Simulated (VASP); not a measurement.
The system is Sb.

```
Sb
1.0
     3.35453    0.00000    0.00000
    -1.67727    2.90511    0.00000
     0.00000    0.00000    5.47016
Sb
2
Direct
  0.66667 0.33333 0.75000
  0.33333 0.66667 0.25000
```

This isn't the form of Sb at room conditions, which is rhombohedral.

* Program: VASP 6.6.1
* Task: relaxation of cell and atoms
* Functional: r2SCAN
* Dispersion: D3(BJ)
* Potentials or basis: VASP PAW PBE potentials, release 64 (Sb)
* Cutoff: 600 eV
* k mesh: 9 × 9 × 5
* Occupations: gaussian, width 0.05 eV
* Spin: no spin polarisation

At the start: pressure -1.1 GPa; volume 26.65 Å³/atom.

**Question.** How do energy, volume and symmetry change on relaxing?

**Answer.** Over 5 steps the energy falls by 2.0 meV/atom and the volume is 26.21 Å³/atom (-1.7 %); space group P6_3/mmc (No. 194, to 0.05 Å).

Step by step:
| step | energy change (eV) | largest force (eV/Å) | pressure (GPa) | volume (Å³) |
| --- | --- | --- | --- | --- |
| 1 | 0.0000 | 0.0000 | -1.07 | 53.31 |
| 2 | -0.0030 | 0.0000 | 0.68 | 51.94 |
| 3 | -0.0038 | 0.0000 | 0.10 | 52.36 |
| 4 | -0.0038 | 0.0000 | 0.09 | 52.38 |
| 5 | -0.0040 | 0.0000 | 0.04 | 52.43 |

Final structure:
```
Sb
1.0
     3.32634    0.00000    0.00000
    -1.66317    2.88070    0.00000
     0.00000    0.00000    5.47110
Sb
2
Direct
  0.66667 0.33333 0.75000
  0.33333 0.66667 0.25000
```

Caveat: the PAW data sets were made with another functional, which shifts forces and pressure a little; pairwise dispersion overbinds metals, which lowers pressure and volume.
